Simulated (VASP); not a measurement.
# Y (P6_3/mmc) in VASP: a series of runs

The runs below take Y through single point, with PBEsol.

Everything below comes from runs of VASP 6.6.1. Logs are shortened: lines on timing, memory, paths and dates and some standing lists are left out, and cuts for length are marked.

## 1. Starting point

The structure is hexagonal, space group P6_3/mmc (No. 194). Conventional cell: a = 3.647 Å, b = 3.647 Å, c = 5.731 Å, α = 90.00°, β = 90.00°, γ = 120.00°. Y (site symmetry -6m2) has 12 Y at 3.56 to 3.65 Å as nearest neighbours.

## 2. Single point, PBEsol

INCAR reads:

```
SYSTEM = Y
PREC = Accurate ; ENCUT = 450
EDIFF = 1E-6 ; ISMEAR = -1
SIGMA = 0.02 ; LREAL = .FALSE.
LASPH = .TRUE. ; NELM = 100
ALGO = Normal ; ISIF = 2
LWAVE = .FALSE. ; LCHARG = .FALSE.
GGA = PS ; ADDGRID = .FALSE.
```

KPOINTS reads:

```
regular mesh
0
G
  12 12 7
  0 0 0
```

POSCAR reads:

```
Y
1.0
    3.6474000000      0.0000000000      0.0000000000
   -1.8237000000      3.1587410578      0.0000000000
    0.0000000000      0.0000000000      5.7306000000
Y
2
Direct
    0.6666666667      0.3333333333      0.7500000000
    0.3333333333      0.6666666667      0.2500000000
```

Potentials or basis: VASP PAW PBE potentials, release 64 (Y_sv).

Started as:

```bash
$ cat potpaw_PBE.64/Y_sv/POTCAR > POTCAR
$ mpirun -np 1 vasp_std > vasp.out
```

OUTCAR:

```text
SYSTEM = Y
   PREC = Accurate
   ENCUT = 450
   EDIFF = 1E-6
   ISMEAR = -1
   LREAL = .FALSE.
   LASPH = .TRUE.
   NELM = 100
   ISIF = 2
   GGA = PS

 Found     76 irreducible k-points:

 Following reciprocal coordinates:
            Coordinates               Weight
  0.000000  0.000000  0.000000      1.000000
  0.083333  0.000000  0.000000      6.000000
  0.166667  0.000000  0.000000      6.000000
  0.250000  0.000000  0.000000      6.000000
  0.333333  0.000000  0.000000      6.000000
  0.416667  0.000000  0.000000      6.000000
   k-points           NKPTS =     76   k-points in BZ     NKDIM =     76   number of bands    NBANDS=     15
   number of dos      NEDOS =    301   number of ions     NIONS =      2
   total plane-waves  NPLWV =  31360
   dimension x,y,z NGX =    28 NGY =   28 NGZ =   40
   dimension x,y,z NGXF=    56 NGYF=   56 NGZF=   80
   ions per type =               2
   NGX,Y,Z   is equivalent  to a cutoff of  12.76, 12.76, 11.60 a.u.
   NGXF,Y,Z  is equivalent  to a cutoff of  25.52, 25.52, 23.21 a.u.
 SYSTEM =  Y
   PREC   = accura    normal or accurate (medium, high low for compatibility)
   ISTART =      0    job   : 0-new  1-cont  2-samecut
   ICHARG =      2    charge: 1-file 2-atom 10-const
   ISPIN  =      1    spin polarized calculation?
   LNONCOLLINEAR =      F non collinear calculations
   LSORBIT =      F    spin-orbit coupling
   LASPH  =      T    aspherical Exc in radial PAW
   ENCUT  =  450.0 eV  33.07 Ry    5.75 a.u.   6.31  6.31  9.91*2*pi/ulx,y,z
   NELM   =    100;   NELMIN=  2; NELMDL= -5     # of ELM steps
   EDIFF  = 0.1E-05   stopping-criterion for ELM
   LREAL  =      F    real-space projection
   EDIFFG = 0.1E-04   stopping-criterion for IOM
   NSW    =      0    number of steps for IOM
   IBRION =     -1    ionic relax: 0-MD 1-quasi-New 2-CG
   NFREE  =      0    steps in history (QN), initial steepest desc. (CG)
   ISIF   =      2    stress and relaxation
   ISYM   =      2    0-nonsym 1-usesym 2-fastsym
   POTIM  = 0.5000    time-step for ionic-motion
   TEBEG  =    0.0;   TEEND  =   0.0 temperature during run
   PSTRESS=    0.0 pullay stress
   NELECT =      22.0000    total number of electrons
   NUPDOWN=      -1.0000    fix difference up-down
   EMIN   =  10.00;   EMAX   =-10.00  energy-range for DOS
   EFERMI =   0.00;   METHOD = LEGACY
   ISMEAR =    -1;   SIGMA  =   0.02  broadening in eV -4-tet -1-fermi 0-gaus
   EFERMI_NEDOS =   21; number of points for ismear=-14 and -15
   IALGO  =     38    algorithm
   IMIX   =      4    mixing-type and parameters
     AMIX     =   0.40;   BMIX     =  1.00
     AMIX_MAG =   1.60;   BMIX_MAG =  1.00
  volume/ion in A,a.u.               =      33.01       222.77
  Fermi-wavevector in a.u.,A,eV,Ry     =   1.134967  2.144777 17.526345  1.288150
  Thomas-Fermi vector in A             =   2.271671
   LORBIT       =      0    0 simple, 1 ext, 2 COOP (PROOUT), +10 PAW based schemes
   GGA     = PS    functional components
   LHFCALC =     F    Hartree Fock is set to
   AEXX    =    0.0000 exact exchange contribution
   IVDW    =     0    specifies the selected vdW correction
   LEPSILON=     F    determine dielectric tensor
   LRPA    =     F    only Hartree local field effects (RPA)
 non-spin polarized calculation
  energy-cutoff  :      450.00
  volume of cell :       66.02
 maximum number of plane-waves:      1446
 NGX is ok and might be reduce to    28
   NGX = 13   NGY = 13   NGZ = 19

 number of electron      22.0000000 magnetization

 Free energy of the ion-electron system (eV)
  ---------------------------------------------------
  ext. energy  EPLUGINS =         0.00000000
  ---------------------------------------------------
  free energy    TOTEN  =       -13.61144214 eV

  energy without entropy =      -13.60499070  energy(sigma->0) =      -13.60821642

 E-fermi :   2.8587     XC(G=0):  -9.5144

 val. band max:        2.8570008003   @ k =   0.3333   0.0000   0.4286
 cond. band min:       2.8604733058   @ k =   0.2500   0.2500   0.4286
 fundamental gap:      0.0034725055
 Fermi energy:         2.8586584081

 k-point     1 :       0.0000    0.0000    0.0000
  band No.  band energies     occupation
      1     -39.7535      2.00000
      2     -39.6815      2.00000
      3     -20.0414      2.00000
      4     -19.5751      2.00000
      5     -19.5751      2.00000
      6     -19.4869      2.00000
      7     -19.4869      2.00000
      8     -19.4499      2.00000
      9      -1.8340      2.00000
     10       0.9912      2.00000
     11       3.7396      0.00000
     12       4.5941      0.00000
     13       4.5941      0.00000
     14       4.8830      0.00000
     15       5.1909      0.00000

 k-point     2 :       0.0833    0.0000    0.0000
  band No.  band energies     occupation
      1     -39.7501      2.00000
      2     -39.6802      2.00000
      3     -20.0291      2.00000
      4     -19.6000      2.00000
      5     -19.5836      2.00000
      6     -19.5131      2.00000
      7     -19.4901      2.00000
      8     -19.4556      2.00000
      9      -1.6865      2.00000
     10       1.1308      2.00000
     11       3.5892      0.00000
     12       4.2386      0.00000
     13       4.7311      0.00000
     14       5.0189      0.00000
     15       5.1528      0.00000

 k-point     3 :       0.1667    0.0000    0.0000
  band No.  band energies     occupation
      1     -39.7406      2.00000
      2     -39.6771      2.00000
      3     -19.9941      2.00000
      4     -19.6682      2.00000
      5     -19.6060      2.00000
      6     -19.5831      2.00000
      7     -19.4996      2.00000
      8     -19.4728      2.00000
      9      -1.2635      2.00000
     10       1.5038      2.00000
     11       3.2177      0.00000
     12       3.7006      0.00000
     13       4.6539      0.00000
     14       5.0735      0.00000
     15       5.1346      0.00000

 k-point     4 :       0.2500    0.0000    0.0000
  band No.  band energies     occupation
      1     -39.7270      2.00000
      2     -39.6733      2.00000
      3     -19.9411      2.00000
      4     -19.7619      2.00000
      5     -19.6751      2.00000
      6     -19.6354      2.00000
      7     -19.5136      2.00000
      8     -19.5013      2.00000
      9      -0.6244      2.00000
     10       1.9217      2.00000
     11       2.7792      1.96308
     12       3.2332      0.00000
     13       4.3482      0.00000
     14       4.7284      0.00000
     15       4.8446      0.00000

 k-point     5 :       0.3333    0.0000    0.0000
  band No.  band energies     occupation
      1     -39.7122      2.00000
      2     -39.6707      2.00000
      3     -19.8785      2.00000
      4     -19.8557      2.00000
      5     -19.7632      2.00000
      6     -19.6636      2.00000
      7     -19.5393      2.00000
      8     -19.5285      2.00000
      9       0.1255      2.00000
     10       2.0228      2.00000
     11       2.3961      2.00000
     12       2.9777      0.00520
     13       4.4056      0.00000
     14       4.4611      0.00000
     15       4.5657      0.00000

 k-point     6 :       0.4167    0.0000    0.0000
  band No.  band energies     occupation
      1     -39.6998      2.00000
      2     -39.6704      2.00000
      3     -19.9243      2.00000
      4     -19.8257      2.00000
      5     -19.8199      2.00000
      6     -19.6838      2.00000
      7     -19.5799      2.00000
      8     -19.5397      2.00000
      9       0.8208      2.00000
     10       1.8374      2.00000
     11       2.1413      2.00000
     12       2.8256      1.67919
     13       4.2945      0.00000
     14       4.3857      0.00000
     15       4.7392      0.00000

 [... further k-points ...]

------------------------ aborting loop because EDIFF is reached ----------------------------------------

  FORCE on cell =-STRESS in cart. coord.  units (eV):
  Direction    XX          YY          ZZ          XY          YZ          ZX
  --------------------------------------------------------------------------------------
  -------------------------------------------------------------------------------------
  Total       -0.8046897     -0.8046897     -1.0405815      0.0000000     -0.0000000      0.0000000
  in kB      -19.5272697    -19.5272697    -25.2516152      0.0000000     -0.0000000      0.0000000
  external PRESSURE =     -21.4353849 kB  Pullay stress =       0.0000000 kB

 VOLUME and BASIS-vectors are now :
 -----------------------------------------------------------------------------
  energy-cutoff  :      450.00
  volume of cell :       66.02
      direct lattice vectors                 reciprocal lattice vectors
     3.647400000  0.000000000  0.000000000     0.274167900  0.158290911  0.000000000
    -1.823700000  3.158741058  0.000000000     0.000000000  0.316581822  0.000000000
     0.000000000  0.000000000  5.730600000     0.000000000  0.000000000  0.174501797

 POSITION                                       TOTAL-FORCE (eV/Angst)
 -----------------------------------------------------------------------------------
      1.82370      1.05291      4.29795         0.000000     -0.000000      0.000000
     -0.00000      2.10583      1.43265        -0.000000      0.000000      0.000000
 -----------------------------------------------------------------------------------
    total drift:                               -0.000000      0.000000     -0.000000

  FREE ENERGIE OF THE ION-ELECTRON SYSTEM (eV)
  ---------------------------------------------------
  free  energy   TOTEN  =       -13.6114421383 eV

  energy  without entropy=      -13.6049907012  energy(sigma->0) =      -13.60821642
```

It took 56 s on 1 thread of Intel Xeon Platinum 8488C (Sapphire Rapids), shared host; peak memory 0.22 GiB.

The run converged, but some of its settings lie outside the range that counts as converged, so its numbers aren't taken as properties of the crystal.

Results:

```
Free energy            : -13.6114 eV
Pressure               : -2.1 GPa
Band gap on the k mesh : none (metal or under the smearing width)
```

Caveat: the PAW data sets were made with another functional, which shifts forces and pressure a little.

## 3. Single point, PBEsol

INCAR reads:

```
SYSTEM = Y
PREC = Accurate ; ENCUT = 450
EDIFF = 1E-6 ; ISMEAR = -5
SIGMA = 0.15 ; LREAL = .FALSE.
LASPH = .TRUE. ; NELM = 100
ALGO = Normal ; ISIF = 2
LWAVE = .FALSE. ; LCHARG = .FALSE.
GGA = PS ; ADDGRID = .FALSE.
```

KPOINTS is that of step 2.

POSCAR is that of step 2.

Potentials or basis: VASP PAW PBE potentials, release 64 (Y_sv).

Started as:

```bash
$ cat potpaw_PBE.64/Y_sv/POTCAR > POTCAR
$ mpirun -np 1 vasp_std > vasp.out
```

OUTCAR:

```text
SYSTEM = Y
   PREC = Accurate
   ENCUT = 450
   EDIFF = 1E-6
   ISMEAR = -5
   LREAL = .FALSE.
   LASPH = .TRUE.
   NELM = 100
   ISIF = 2
   GGA = PS

 Found     76 irreducible k-points:

 Following reciprocal coordinates:
            Coordinates               Weight
  0.000000  0.000000  0.000000      1.000000
  0.083333  0.000000  0.000000      6.000000
  0.166667  0.000000  0.000000      6.000000
  0.250000  0.000000  0.000000      6.000000
  0.333333  0.000000  0.000000      6.000000
[... 186 lines left out ...]
------------------------ aborting loop because EDIFF is reached ----------------------------------------

  FORCE on cell =-STRESS in cart. coord.  units (eV):
  Direction    XX          YY          ZZ          XY          YZ          ZX
  --------------------------------------------------------------------------------------
  -------------------------------------------------------------------------------------
  Total       -0.8189775     -0.8189775     -1.0665345      0.0000000      0.0000000      0.0000000
  in kB      -19.8739894    -19.8739894    -25.8814118      0.0000000      0.0000000      0.0000000
  external PRESSURE =     -21.8764635 kB  Pullay stress =       0.0000000 kB

 VOLUME and BASIS-vectors are now :
 -----------------------------------------------------------------------------
  energy-cutoff  :      450.00
  volume of cell :       66.02
      direct lattice vectors                 reciprocal lattice vectors
     3.647400000  0.000000000  0.000000000     0.274167900  0.158290911  0.000000000
    -1.823700000  3.158741058  0.000000000     0.000000000  0.316581822  0.000000000
     0.000000000  0.000000000  5.730600000     0.000000000  0.000000000  0.174501797

 POSITION                                       TOTAL-FORCE (eV/Angst)
 -----------------------------------------------------------------------------------
      1.82370      1.05291      4.29795        -0.000000     -0.000000      0.000000
     -0.00000      2.10583      1.43265         0.000000      0.000000      0.000000
 -----------------------------------------------------------------------------------
    total drift:                               -0.000000      0.000000     -0.000000

  FREE ENERGIE OF THE ION-ELECTRON SYSTEM (eV)
  ---------------------------------------------------
  free  energy   TOTEN  =       -13.6092342283 eV

  energy  without entropy=      -13.6092342283  energy(sigma->0) =      -13.60923423
```

OSZICAR:

```text
N       E                     dE             d eps       ncg     rms          rms(c)
DAV:   1     0.811204977643E+02    0.81120E+02   -0.10841E+04  2280   0.125E+03
DAV:   2    -0.662721902980E+01   -0.87748E+02   -0.86992E+02  2791   0.268E+02
DAV:   3    -0.139715322632E+02   -0.73443E+01   -0.73015E+01  4380   0.464E+01
DAV:   4    -0.140917668558E+02   -0.12023E+00   -0.12013E+00  2490   0.699E+00
DAV:   5    -0.140956397243E+02   -0.38729E-02   -0.38726E-02  3327   0.886E-01    0.331E+01
DAV:   6    -0.137000215917E+02    0.39562E+00   -0.48940E-01  2294   0.492E+00    0.205E+01
DAV:   7    -0.136217790807E+02    0.78243E-01   -0.93527E-01  2908   0.623E+00    0.177E+00
DAV:   8    -0.136100878852E+02    0.11691E-01   -0.18219E-01  2749   0.280E+00    0.113E+00
DAV:   9    -0.136091412148E+02    0.94667E-03   -0.48101E-03  3292   0.494E-01    0.444E-01
DAV:  10    -0.136092927894E+02   -0.15157E-03   -0.19807E-03  2440   0.468E-01    0.343E-01
DAV:  11    -0.136092365405E+02    0.56249E-04   -0.14021E-04  3159   0.122E-01    0.260E-02
DAV:  12    -0.136092315373E+02    0.50032E-05   -0.29079E-05  2740   0.535E-02    0.259E-02
DAV:  13    -0.136092342023E+02   -0.26650E-05   -0.81417E-06  2623   0.301E-02    0.135E-03
DAV:  14    -0.136092342283E+02   -0.26027E-07   -0.16167E-07  1595   0.302E-03
   1 F= -.13609234E+02 E0= -.13609234E+02  d E =0.000000E+00
```

stdout:

```text
POSCAR found type information on POSCAR Y
 POSCAR found :  1 types and       2 ions
 scaLAPACK will be used
 -----------------------------------------------------------------------------
[... 23 lines left out ...]
|     Tetrahedron method does not include variations of the Fermi             |
|     occupations, so forces and stress will be inaccurate. We suggest        |
|     using a different smearing scheme ISMEAR = 1 or 2 for metals in         |
|     relaxations.                                                            |
|                                                                             |
 -----------------------------------------------------------------------------
```

Run time: 55 s. Hardware: 1 thread of Intel Xeon Platinum 8488C (Sapphire Rapids), shared host; peak memory 0.23 GiB.

These settings aren't checked as converged: the numbers below hold their error.

Results:

- Free energy: -13.6092 eV
- Pressure: -2.2 GPa
- Band gap on the k mesh: none (metal or under the smearing width)

Caveat: the PAW data sets were made with another functional, which shifts forces and pressure a little; tetrahedron occupations give inexact forces and stress in metals.

## 4. Single point, PBEsol

INCAR, as its differences from that of step 3:

```diff
@@ -2,3 +2,3 @@
 PREC = Accurate ; ENCUT = 450
-EDIFF = 1E-6 ; ISMEAR = -5
+EDIFF = 1E-6 ; ISMEAR = 0
 SIGMA = 0.15 ; LREAL = .FALSE.
```

KPOINTS is that of step 3.

POSCAR is that of step 3.

Potentials or basis: VASP PAW PBE potentials, release 64 (Y_sv).

Started as:

```bash
$ cat potpaw_PBE.64/Y_sv/POTCAR > POTCAR
$ mpirun -np 1 vasp_std > vasp.out
```

OUTCAR:

```text
SYSTEM = Y
   PREC = Accurate
   ENCUT = 450
   EDIFF = 1E-6
   ISMEAR = 0
   LREAL = .FALSE.
   LASPH = .TRUE.
   NELM = 100
   ISIF = 2
   GGA = PS

 Found     76 irreducible k-points:

 Following reciprocal coordinates:
            Coordinates               Weight
  0.000000  0.000000  0.000000      1.000000
  0.083333  0.000000  0.000000      6.000000
  0.166667  0.000000  0.000000      6.000000
  0.250000  0.000000  0.000000      6.000000
  0.333333  0.000000  0.000000      6.000000
[... 185 lines left out ...]

------------------------ aborting loop because EDIFF is reached ----------------------------------------

  FORCE on cell =-STRESS in cart. coord.  units (eV):
  Direction    XX          YY          ZZ          XY          YZ          ZX
  --------------------------------------------------------------------------------------
  -------------------------------------------------------------------------------------
  Total       -0.8040886     -0.8040886     -1.0409034      0.0000000      0.0000000     -0.0000000
  in kB      -19.5126834    -19.5126834    -25.2594276      0.0000000      0.0000000     -0.0000000
  external PRESSURE =     -21.4282648 kB  Pullay stress =       0.0000000 kB

 VOLUME and BASIS-vectors are now :
 -----------------------------------------------------------------------------
  energy-cutoff  :      450.00
  volume of cell :       66.02
      direct lattice vectors                 reciprocal lattice vectors
     3.647400000  0.000000000  0.000000000     0.274167900  0.158290911  0.000000000
    -1.823700000  3.158741058  0.000000000     0.000000000  0.316581822  0.000000000
     0.000000000  0.000000000  5.730600000     0.000000000  0.000000000  0.174501797

 POSITION                                       TOTAL-FORCE (eV/Angst)
 -----------------------------------------------------------------------------------
      1.82370      1.05291      4.29795         0.000000     -0.000000      0.000000
     -0.00000      2.10583      1.43265        -0.000000      0.000000      0.000000
 -----------------------------------------------------------------------------------
    total drift:                               -0.000000      0.000000     -0.000000

  FREE ENERGIE OF THE ION-ELECTRON SYSTEM (eV)
  ---------------------------------------------------
  free  energy   TOTEN  =       -13.6336503930 eV

  energy  without entropy=      -13.5863599397  energy(sigma->0) =      -13.61000517
```

It took 55 s on 1 thread of Intel Xeon Platinum 8488C (Sapphire Rapids), shared host; peak memory 0.22 GiB.

These settings aren't checked as converged: the numbers below hold their error.

What came out:

| Property | Result |
| --- | --- |
| Free energy | -13.6337 eV |
| Pressure | -2.1 GPa |
| Band gap on the k mesh | none (metal or under the smearing width) |

Caveat: the PAW data sets were made with another functional, which shifts forces and pressure a little.
